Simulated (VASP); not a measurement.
Write the native input for VASP 6.6.1 that does the following.

```
Task                   : relaxation of cell and atoms
Functional             : PBE
Dispersion             : D3(BJ)
Potentials or basis    : VASP PAW PBE potentials, release 64 (Si, C)
Cutoff                 : 520 eV
k mesh                 : 12 × 12 × 6
Occupations            : gaussian, width 0.02 eV
Spin                   : no spin polarisation
Further INCAR settings : ALGO = Normal; EDIFF = 1e-07; IBRION = 2; EDIFFG = -0.002; NSW = 80; ISIF = 3
```

The structure of SiC lies in POSCAR:

```
SiC
1.0
    3.0760000000      0.0000000000      0.0000000000
   -1.5380000000      2.6638941400      0.0000000000
    0.0000000000      0.0000000000      5.0480000000
Si C
2 2
Direct
    0.3333333300      0.6666666700      0.0000000000
    0.6666666700      0.3333333300      0.5000000000
    0.3333333300      0.6666666700      0.3850000000
    0.6666666700      0.3333333300      0.8850000000
```

These files were run (other wordings do the same):

INCAR

```
PREC = Accurate
ENCUT = 520
EDIFF = 1E-7
ISMEAR = 0
SIGMA = 0.02
LREAL = False
LASPH = True
NELM = 80
ALGO = Normal
ISIF = 3
LWAVE = False
LCHARG = False
GGA = PE
IVDW = 12
IBRION = 2
NSW = 80
EDIFFG = -0.002
```

KPOINTS

```
Automatic mesh
0
Gamma
  12 12 6
```

Potentials or basis: VASP PAW PBE potentials, release 64 (Si, C).

Launch:

```bash
$ cat potpaw_PBE.64/Si/POTCAR potpaw_PBE.64/C/POTCAR > POTCAR
$ mpirun -np 1 vasp_std > vasp.out
```

Results of the run:

```yaml
Relaxed_volume: 10.28 Å³/atom
Relaxed_cell: a = 3.070 Å, b = 3.070 Å, c = 5.038 Å, α = 90.00°, β = 90.00°, γ = 120.00°
Space_group_after_relaxing_to_0.05_Å: P6_3mc (No. 186)
Energy_gained_by_relaxing: 9.3 meV/atom
Ionic_steps: 7
Pressure_after_relaxing: 0.0 GPa
Band_gap_on_the_k_mesh: 2.26 eV, indirect (least direct gap 3.98 eV)
Dispersion_energy_per_atom: -0.303 eV
```

Wall time 110 s on 1 thread of Intel(R) Xeon(R) Platinum 8259CL CPU @ 2.50GHz (Skylake/Cascade Lake), on a shared host, peak memory 0.19 GiB.
